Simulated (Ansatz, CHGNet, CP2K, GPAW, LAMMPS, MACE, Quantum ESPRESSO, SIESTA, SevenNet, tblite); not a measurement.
**tblite on liquid Al2O3 at 2500 K (95 atoms): settings against a plane-wave reference**

How near does tblite come to plane waves for liquid Al2O3 at 2500 K (95 atoms)?

Method: the method is named at each step, in tblite 0.8.0.

**1. The structure**

The cell holds 95 atoms: 38 Al and 57 O. Cell: a = 10.461 Å, b = 10.461 Å, c = 10.461 Å, α = 90.0°, β = 90.0°, γ = 90.0°. 95 atoms (38 Al, 57 O) placed at random at 2.81 g/cm³, melted at 4500 K for 20 ps at fixed volume with the Morse and Coulomb pair potential with partial charges (Pedone, Malavasi, Menziani, Cormack and Segre, J. Phys. Chem. B 110, 11780 (2006)). Snapshot at the end of a hold of 20 ps at 2500 K and fixed volume.

The yardstick, on the same geometry:

* method: Kohn-Sham DFT, PBE, PAW, plane waves (Ansatz 0.2.0); cutoff 420 eV, Γ point, fermi-dirac smearing of 0.05 eV; PAW set soft_2
* r.m.s. force component: 2.712 eV/Å
* longest force: 13.66 eV/Å
* pressure: 4.095 GPa
* gap (highest filled to lowest empty level): 1.409 eV
* SCF cycles: 10
* time: 14 s on 4 threads of Arm Neoverse V2, shared host
* CPU time: 51 s

**2. GFN1-xTB**

Method: GFN1-xTB tight binding, diagonalisation.

File run.py:

```python
import numpy as np
from ase.io import read
from tblite.ase import TBLite

atoms = read("structure.xyz")
atoms.calc = TBLite(method="GFN1-xTB", electronic_temperature=580, accuracy=1.0, max_iterations=250, mixer_damping=0.4, verbosity=1)
energy = atoms.get_potential_energy()
forces = atoms.get_forces()
print(f"energy {energy:.6f} eV")
print("forces (eV/A)")
for i, (a, f) in enumerate(zip(atoms, forces)):
    print(f"{i:4d} {a.symbol:2s} {f[0]:10.5f} {f[1]:10.5f} {f[2]:10.5f}")
stress = -atoms.get_stress(voigt=False) * 160.21766
print("stress (GPa, compression positive)")
for row in stress:
    print(" ".join(f"{x:10.4f}" for x in row))
print("charges (e)")
print(np.array2string(atoms.get_charges(), precision=4, suppress_small=True, max_line_width=110, threshold=100000))
```

File structure.xyz:

```xyz
95
Lattice="10.46110 0.00000 0.00000 0.00000 10.46110 0.00000 0.00000 0.00000 10.46110" Properties=species:S:1:pos:R:3 pbc="T T T"
Al 3.25257 5.43496 2.27131
Al 7.58513 7.47592 5.43098
Al 2.72282 2.53263 8.35852
Al 9.29762 0.72569 1.99933
Al 9.41928 6.52135 2.99690
Al 7.13886 2.23135 10.46047
Al 7.32580 4.15975 1.82787
Al 9.28130 3.14774 8.85103
Al 7.05266 9.02186 3.00129
Al 6.99053 5.10292 7.68933
Al 8.65666 10.34143 9.27596
Al 1.10616 7.47425 4.76691
Al 0.63488 4.01759 6.35993
Al 7.44119 1.68748 3.04428
Al 5.05679 4.38310 9.92737
Al 1.14214 10.44541 3.64674
Al 10.12729 1.63340 5.71961
Al 2.24830 9.19782 6.75390
Al 1.77546 2.59425 2.59990
Al 5.47639 9.67683 0.91022
Al 2.01512 5.63236 8.89528
Al 3.99760 1.61624 0.46249
Al 2.91896 8.95177 9.52347
Al 4.22932 6.93843 7.70450
Al 3.70292 3.72530 5.82505
Al 1.12771 0.43780 10.39384
Al 0.80990 7.25791 0.33172
Al 6.63840 10.25188 5.57775
Al 8.40539 7.69257 0.29134
Al 6.24716 7.80827 8.90104
Al 0.68070 4.67716 3.96538
Al 9.70591 9.20336 6.46098
Al 6.23774 2.07360 7.63012
Al 9.52598 6.00363 8.06791
Al 7.77385 4.29208 4.72821
Al 5.21496 6.12822 5.17082
Al 3.58481 8.84099 3.72781
Al 4.48478 1.42135 3.59422
O 3.43699 0.03212 4.09144
O 1.97589 2.68631 6.65995
O 4.49670 2.57992 6.94345
O 6.76300 3.67321 7.19410
O 4.14260 10.21464 0.42441
O 3.28845 1.88750 1.93321
O 1.72912 8.62298 3.65071
O 0.83814 2.16900 3.78232
O 6.80296 9.56427 10.10971
O 6.65587 0.78667 6.82074
O 8.47129 4.65707 8.55980
O 6.29151 0.81105 4.03296
O 6.20354 8.69799 5.03744
O 5.15335 2.30050 9.81335
O 8.58867 6.60179 6.67460
O 0.38633 6.36349 3.69904
O 9.74263 10.07090 8.00672
O 1.90120 4.23978 2.67877
[... 35 atom lines left out ...]
O 3.31669 8.42945 5.77746
O 0.46071 4.96180 7.84018
O 2.64321 1.58224 9.91691
O 9.67756 10.33619 0.06842
```

Launch:

```sh
$ OMP_NUM_THREADS=1 python run.py > output.txt
```

Output:

```text
------------------------------------------------------------
  cycle        total energy    energy error   density error
------------------------------------------------------------
      1     -284.6147033078  -2.8533930E+02   1.0829895E+00
      2     -302.7520712628  -1.8137368E+01   5.4931306E-01
      3     -314.1821471959  -1.1430076E+01   4.3740575E-01
      4     -310.6939863505   3.4881608E+00   2.7860084E-01
      5     -316.4809698752  -5.7869835E+00   1.7517011E-01
      6     -319.5217730600  -3.0408032E+00   1.0165084E-01
      7     -319.8990109935  -3.7723793E-01   6.5946312E-02
      8     -320.0681913069  -1.6918031E-01   4.7793603E-02
      9     -320.1698027939  -1.0161149E-01   3.4299859E-02
     10     -320.2147210356  -4.4918242E-02   2.3965067E-02
     11     -320.2405890612  -2.5868026E-02   1.6714912E-02
     12     -320.2504786682  -9.8896070E-03   1.1728304E-02
     13     -320.2577235641  -7.2448960E-03   7.8661234E-03
     14     -320.2601908781  -2.4673139E-03   5.7392978E-03
     15     -320.2612426888  -1.0518107E-03   4.6876147E-03
     16     -320.2623683653  -1.1256765E-03   1.6371275E-03
     17     -320.2625607178  -1.9235252E-04   1.0230098E-03
     18     -320.2626163654  -5.5647596E-05   5.7150425E-04
     19     -320.2626226617  -6.2962558E-06   4.0489834E-04
     20     -320.2626280651  -5.4034824E-06   3.1598463E-04
     21     -320.2626346194  -6.5542728E-06   1.0768291E-04
     22     -320.2626353633  -7.4391744E-07   5.3575856E-05
     23     -320.2626355555  -1.9216390E-07   1.9728679E-05
------------------------------------------------------------
 total:                                   7.396 sec
energy -8714.790205 eV
forces (eV/A)
   0 Al    0.52902    0.27385    0.14958
   1 Al    0.01321   -0.46949    0.88917
   2 Al    0.55226    0.21473   -1.20172
   3 Al    3.86853    0.31515   -3.60778
   4 Al   -0.30826   -2.42972   -6.49193
   5 Al   -1.71267   -1.48707    2.15103
   6 Al    2.75052    1.70564   -1.16739
   7 Al    0.96822   -1.67408    0.98272
   8 Al   -1.66828    0.67079    2.67324
   9 Al    0.25520    6.26234    2.30898
  10 Al   -2.94153   -0.25252   -1.20513
  11 Al    1.09408   -0.71670    0.47246
  12 Al   -0.48331   -1.19864    2.08579
  13 Al   -1.91225    1.07458    0.13924
  14 Al   -1.26522   -2.28030    2.33336
  15 Al    2.19092   -0.90777    4.67260
  16 Al   -2.87632    4.81034    0.50428
  17 Al   -0.23863   -0.66684   -0.23174
  18 Al    2.79596   -1.35778   -2.91035
  19 Al    6.62238   -1.11256    1.44434
  20 Al   -0.94803    0.16515   -0.59156
  21 Al    2.57760   -1.79947   -0.28546
  22 Al   -0.44263    1.39382   -0.74849
  23 Al   -0.38076    1.24766    0.42134
[...]
87 O     1.15410   -0.45945   -0.42339
  88 O    -3.94619   -1.40305    0.55250
  89 O    -0.47071    2.19523    0.12623
  90 O    -1.29649   -2.40835   -1.31196
  91 O     2.76164   -1.24847   -1.46300
  92 O     2.40952   -0.00308    0.77672
  93 O    -3.02959   -0.00455   -1.86051
  94 O     1.67024    0.36024    4.16776
stress (GPa, compression positive)
   20.3233     0.1343     1.6803
    0.1343    19.9425     3.3942
    1.6803     3.3942    22.2979
charges (e)
[ 0.3966  0.554   0.4797  0.4933  0.5277  0.5207  0.5217  0.494   0.5171  0.5423  0.5018  0.5235  0.5431
  0.5407  0.4766  0.5019  0.4723  0.5138  0.4953  0.5328  0.4785  0.5355  0.4995  0.5019  0.4645  0.4762
  0.4732  0.5195  0.5198  0.5245  0.545   0.4699  0.4932  0.5356  0.5185  0.4857  0.4898  0.5043 -0.3385
 -0.3266 -0.3573 -0.3518 -0.3654 -0.3159 -0.332  -0.3797 -0.3757 -0.3138 -0.3283 -0.3206 -0.3232 -0.3344
 -0.3845 -0.3108 -0.3481 -0.2791 -0.3461 -0.3637 -0.4007 -0.3015 -0.347  -0.2929 -0.3502 -0.2942 -0.2876
 -0.3813 -0.3756 -0.325  -0.3482 -0.3404 -0.3241 -0.3353 -0.3355 -0.4057 -0.3716 -0.2745 -0.3122 -0.3333
 -0.3147 -0.332  -0.3735 -0.3262 -0.4183 -0.2978 -0.342  -0.3125 -0.3273 -0.3354 -0.327  -0.3398 -0.3012
 -0.3859 -0.3317 -0.2658 -0.3204]
```

Run time: 7.8 s. Hardware: 1 thread of Arm Neoverse V2, shared host; peak memory 0.13 GiB.

Banners, paths, timers and routine set-up lines are dropped from the logs unmarked, and long logs keep their key lines alone; longer cuts are marked.

Compared with the plane-wave run:

```yaml
r_m_s_force_component: 2.206 eV/Å
r_m_s_difference_of_force_components: 753.3 meV/Å
longest_difference_of_force_vectors: 2568 meV/Å
force_difference_over_r_m_s_force: 27.77 %
slope_of_forces_against_the_reference_s: 0.7923
correlation_of_force_components: 0.974
pressure: 20.85 GPa
pressure_difference: 16.76 GPa
```

Length of the force difference by element (eV/Å):

```csv
element,atoms,mean,most
Al,38,1.5,2.6
O,57,0.98,1.9
```

A closer look about Al1, whose charge lies farthest from its element's mean: 9 atoms, nearest first, numbered in the order of the input, with positions taken from that point.

```csv
atom,x,y,z,distance (Å),bonds,Mulliken charge (e),Fx,Fy,Fz (eV/Å)
Al1,0.00,0.00,0.00,0.00,3,0.40,0.53,0.27,0.15
O73,1.33,-0.60,-0.90,1.71,2,-0.34,-0.18,0.04,-1.16
O56,-1.35,-1.20,0.41,1.85,3,-0.28,0.36,3.18,-0.63
O71,0.76,1.14,1.52,2.05,3,-0.32,-0.14,-0.69,-0.56
O72,-1.44,0.50,-2.03,2.53,2,-0.34,1.70,-1.21,0.83
Al31,-2.57,-0.76,1.69,3.17,4,0.55,-0.70,-1.28,-2.51
Al19,-1.48,-2.84,0.33,3.22,3,0.50,2.80,-1.36,-2.91
O54,-2.87,0.93,1.43,3.33,3,-0.31,3.17,0.97,-0.90
O90,0.71,-2.63,2.09,3.44,2,-0.34,-0.47,2.20,0.13
```

Atoms are counted from 1 here, from 0 in the log.

Forces lie 28 % from the reference's, at 0.15 times its CPU time (on 1 against 4 cores).

**3. Results**

| Property | Result |
| --- | --- |
| force difference from the reference | tblite GFN1-xTB, 28 % |
| its CPU time | 7.8 s |

Tight binding differs by 28 % (tblite GFN1-xTB); it is another model, with fitted parameters of its own, and the xTB methods hold dispersion. One electronic-structure run takes under half the reference's CPU time: tblite GFN1-xTB, at 28 % in 7.8 s against 51 s; its pressure misses by +16.8 GPa. Periodic xTB results under one method name differ between programs and library versions. The frame stands for 2500 K, but pressures are static and levels are smeared at 580 K. The network of bonds at the start is that of the classical potential that made the cell, and needn't be the one that DFT or experiment would give. The reference's stress is far from hydrostatic: its diagonal is 3.0, 2.9, 6.4 GPa, compression counted positive. The electronic-structure runs sample only Γ, in a cell whose shortest periodic width is 10 Å.

[Also dropped from logs without a mark: logging warnings of Python, and SIESTA's first energy breakdown and zero terms.]

[Logs are printed without paths, hosts, clocks, repeated set-up lines and the standing remarks that a program may print on its own settings, such as how far it seeks lower states.]

[Hosts, paths, dates, database ids (printed as entryN), source tags and the programs' standing remarks are cut or masked in the printed files.]
